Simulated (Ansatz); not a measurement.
The system is CsPbCl3.

```xyz
5
Lattice="5.6050 0.0000 0.0000 0.0000 5.6050 0.0000 0.0000 0.0000 5.6050" Properties=species:S:1:pos:R:3 pbc="T T T"
Pb    2.8025    2.8025    2.8025
Cs    0.0000    0.0000    0.0000
Cl    2.8025    0.0000    2.8025
Cl    0.0000    2.8025    2.8025
Cl    2.8025    2.8025    0.0000
```

- Program: Ansatz 0.2.0
- Task: relaxation of cell and atoms
- Functional: BLYP
- Potentials or basis: Ansatz PAW
- Cutoff: 420 eV (not typed: the program's choice for these potentials)
- k mesh: 5 × 5 × 5
- Occupations: fermi-dirac, width 0.05 eV
- Spin: no spin polarisation

At the start: volume 35.22 Å³/atom.

Question: How do energy, volume and symmetry change on relaxing?

Answer: It ends after 5 steps and the volume is 39.87 Å³/atom (+13.2 %); space group Pm-3m (No. 221, to 0.05 Å).

The path:
| step | energy change (eV) | largest force (eV/Å) | volume (Å³) |
| --- | --- | --- | --- |
| 1 | 0.0000 | 0.0000 | 176.09 |
| 2 | -0.1834 | 0.0000 | 190.88 |
| 3 | -0.2064 | 0.0000 | 197.74 |
| 4 | -0.2073 | 0.0000 | 199.34 |
| 5 | -0.2083 | 0.0000 | 199.34 |

Final structure:
```
Pb Cs Cl
1.0
     5.84160    0.00000    0.00000
     0.00000    5.84160    0.00000
     0.00000    0.00000    5.84160
Pb Cs Cl
1 1 3
Direct
  0.50000 0.50000 0.50000
  0.00000 0.00000 0.00000
  0.50000 0.00000 0.50000
  0.00000 0.50000 0.50000
  0.50000 0.50000 0.00000
```

Caveat: the plane-wave basis is chosen anew once the cell has moved, so the energies of steps on either side of that aren't comparable; the volume moved by +13 % from the deposited cell, more than functionals usually miss; the PAW data sets come from PBE, with cores solved anew for the run's functional, which leaves a small shift of forces and pressure.
